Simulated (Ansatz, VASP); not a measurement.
Two plane-wave programs on Ir

Contents of INCAR:

```
SYSTEM = Ir
PREC     = Accurate       ! precision mode
ENCUT    = 520            ! plane-wave cutoff, eV
EDIFF    = 1E-6           ! SCF threshold, eV
ISMEAR   = 0              ! smearing method
SIGMA    = 0.1            ! smearing width, eV
LREAL    = .False.        ! projectors in reciprocal space
LASPH    = .True.         ! aspherical terms in the spheres
NELM     = 80             ! most SCF steps
ALGO     = Normal         ! electronic algorithm
ISIF     = 2              ! what is computed and relaxed
LWAVE    = .False.        ! write WAVECAR
LCHARG   = .True.         ! write CHGCAR
GGA      = PE             ! functional
LELF     = .True.         ! ELF
LVHAR    = .True.       
NBANDS   = 10             ! bands
```

The input KPOINTS:

```
Automatic mesh
0
Gamma
  10 10 10
  0 0 0
```

POSCAR

```
Ir
1.0
    0.0000000000      1.9269646676      1.9269646676
    1.9269646676      0.0000000000      1.9269646676
    1.9269646676      1.9269646676      0.0000000000
Ir
1
Direct
    0.0000000000      0.0000000000      0.0000000000
```

Input for Ansatz:

```yaml
crystal:
  lattice:
    - [0.0, 1.9269646676, 1.9269646676]
    - [1.9269646676, 0.0, 1.9269646676]
    - [1.9269646676, 1.9269646676, 0.0]
  atoms:
    - { symbol: Ir, position: [0.0, 0.0, 0.0] }
basis:
  ecutwfc: 420
kpoints:
  mp_grid: { grid: [10, 10, 10] }
hamiltonian:
  xc: pbe
scf:
  occupations: { method: gaussian, width: 0.1 }
output:
  forces: true
  stress: true
  eigenvalues: true
```

Alike in both runs: task single point; functional PBE; k mesh 10 × 10 × 10; occupations gaussian, width 0.1 eV; no spin polarisation.

|  | VASP | Ansatz |
| --- | --- | --- |
| version | VASP 6.6.1 | Ansatz 0.2.0 |
| potentials or method | VASP PAW PBE potentials, release 64 (Ir) | scalar-relativistic, plane waves, PAW |
| plane-wave cutoff (eV) | 520 | 420 |
| valence electrons in the cell | 9 | 17 |

VASP gave:

* gap on the k mesh at the Fermi level (eV): none
* pressure (GPa): 5.3

Q: Which values does Ansatz return?

A: gap on the k mesh at the Fermi level (eV): none; pressure (GPa): 4.7.

A gap of «none» marks a metal or a gap that the smearing closes. The two sets of potentials don't hold the same shells in valence.

The runs have no spin-orbit coupling, so splittings on Ir are missing.
